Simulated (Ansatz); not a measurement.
This script drives the Ansatz DFT code, driven from Python.

The script reads `sic.xyz`:
```text
2
Lattice="0.0 2.179 2.179 2.179 0.0 2.179 2.179 2.179 0.0" Properties=species:S:1:pos:R:3 pbc="T T T"
Si    0.00000000    0.00000000    0.00000000
C     1.08950000    1.08950000    1.08950000
```

`run_dfpt.py`:
```python
"""Zone-centre and zone-boundary phonons of SiC by linear response."""

from pathlib import Path

import ansatz
import numpy as np

system = ansatz.Crystal.from_extxyz("sic.xyz")

setup = (
    system.calculation()
    .occupations("fixed")
    .functional(ansatz.Functional.PBESOL)
    .basis(18 * ansatz.Ha)
    .kpoints(8, 8, 8)
    .phonons("dfpt", dielectric=True, lo_to_directions=[(1, 0, 0)])
)
out = setup.run(threads=1, runs_dir="runs")
ph = out.phonons

print("Gamma modes (1/cm):", " ".join(f"{w:.1f}" for w in ph.gamma_omega_inv_cm))
print("in meV:", " ".join(f"{w * 0.1239842:.2f}" for w in ph.gamma_omega_inv_cm))
field = out.phonons_dielectric
print("eps_inf diagonal:", np.round(np.diag(field.eps_inf), 3))
for site, z in zip(out.lattice.sites, field.zstar_e):
    print(f"Born charge {site.symbol:2s}", np.round(np.diag(z), 3) + 0.0)
rows = (Path(out.output_folder) / "results" / "optical_modes.tsv").read_text().splitlines()
for line in rows:
    if not line.startswith("#"):
        print("  ".join(f"{float(v):.3f}" for v in line.split()[:8]))
```

It is started by `python run_dfpt.py`. Estimate its wall time and peak memory on 1 thread of Arm Neoverse V1 (shared host).

It took about 16 s, with a peak of 0.44 GiB, for 1 run of the engine.

```console
$ python run_dfpt.py
DeckWarning: phonons.dielectric: true without phonons.rigid_motions: the static dielectric tensor ε⁰ will be withheld (ε∞, Z* and the rows of modes are given); for a crystal or a slab, whose only [...]
RunWarning: field response: ε∞ stands inside a basis, on 8×8×8 points; the force constants stand on the 8×8×8 k-mesh, whose period is 12.65 times the interband length at k = (0.0000, -0.5000, [...]
Gamma modes (1/cm): 0.0 0.0 0.0 786.0 786.0 786.0
in meV: 0.00 0.00 0.00 97.45 97.45 97.45
eps_inf diagonal: [7.059 7.059 7.059]
Born charge Si [2.718 2.718 2.718]
Born charge C  [-2.718 -2.718 -2.718]
0.000  0.000  0.000  786.015  3.000  60.787  0.878  0.000
-0.577  0.577  0.577  786.015  2.000  40.524  0.586  0.293
-0.577  0.577  0.577  955.867  1.000  20.262  0.293  -0.293
```
(Warnings from the package without file and line, shortened.)

Notes:
- The cell isn't relaxed first, so the values belong to this volume.
- The mesh doesn't settle the field response to the digits printed.
- The structure is a deposited one; some such entries were measured under pressure or heat, so a shift against it needn't be the functional's error alone.
- The structure is taken as given; imaginary modes can come from an unrelaxed or unstable start.
